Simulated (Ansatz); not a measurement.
Pb, DFT, PBE, all-electron PAW with datasets made for the crystal, scalar-relativistic (Ansatz 0.2.0), run on 1 thread of Intel(R) Xeon(R) 6975P-C (Granite Rapids) on a shared host.

The cell is the one relaxed in the Materials Project (mp-1247117), not relaxed further here; entries there can be hypothetical. The listed cell was then made from it by scaling, straining or moving an atom.

Command: `ansatz run input.yaml --threads 1 --pin off --max-ram 3072MiB --backend cpu --events-out ev --progress --plain --runs-dir out`

```yaml
crystal:
  lattice:
    - [0.0, 3.4390000555, 3.3358300538]
    - [3.4390000555, 0.0, 3.3358300538]
    - [3.4390000555, 3.4390000555, 0.0]
  atoms:
    - { symbol: Pb, position: [0.0, 0.0, 0.0] }
    - { symbol: Pb, position: [0.25, 0.25, 0.25] }
kpoints:
  mp_grid: { grid: [8, 8, 8] }
scf:
  occupations: { method: fermi_dirac, width: 0.05 }
hamiltonian:
  xc: pbe
  pseudopotentials: { kind: all_electron, datasets: crystal }
output:
  forces: true
  stress: true
  eigenvalues: true
  efg: { contact_densities: true }
```

How large is the problem that the program sets up?

59 irreducible k-points, 653 plane waves at Γ, 19 bands.

Estimate the wall time and the peak memory.

4.6 s of wall time for 8 SCF iterations, with a peak of 0.43 GiB. Times on shared machines scatter by tens of per cent.

And the same cell and mesh by PAW (frozen-core files), asked for forces, stress, eigenvalues, efg, on the same hardware?

3.3 s, peak memory 0.45 GiB.
